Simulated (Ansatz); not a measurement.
## Spin–orbit splittings in Zr

```
Zr
1.0
    -1.79085    1.79085    1.79085
     1.79085   -1.79085    1.79085
     1.79085    1.79085   -1.79085
Zr
1
Direct
  0.00000 0.00000 0.00000
```

The cell is the one relaxed in the Materials Project (mp-41), not relaxed further here; entries there can be hypothetical.

All numbers are computed: DFT, PBE, all-electron LAPW, scalar-relativistic (Ansatz 0.2.0); DFT, PBE, all-electron LAPW, Dirac equation with spin-orbit coupling (Ansatz 0.2.0).

Sampling and basis: a Γ-centred 13×13×13 k mesh, Fermi–Dirac smearing of 0.05 eV, basis error target 0.25 meV/atom, no spin polarisation.

Levels between -4 and 2 eV, each run counted from its own valence-band top where it has a gap, else its Fermi level. Scalar levels are listed once for both spins; with the coupling every spinor state is counted. Levels near the edges of the range can cross them.

(1) At Γ (0.000, 0.000, 0.000) the scalar-relativistic levels are 1.12 (×3). What are they with spin–orbit coupling?

(2) At P (0.250, 0.250, 0.250) the scalar-relativistic levels are -0.54 (×3). What are they with spin–orbit coupling?

Answers

(1) 1.09 (×4), 1.17 (×2).

(2) -0.64 (×2), -0.50 (×4).
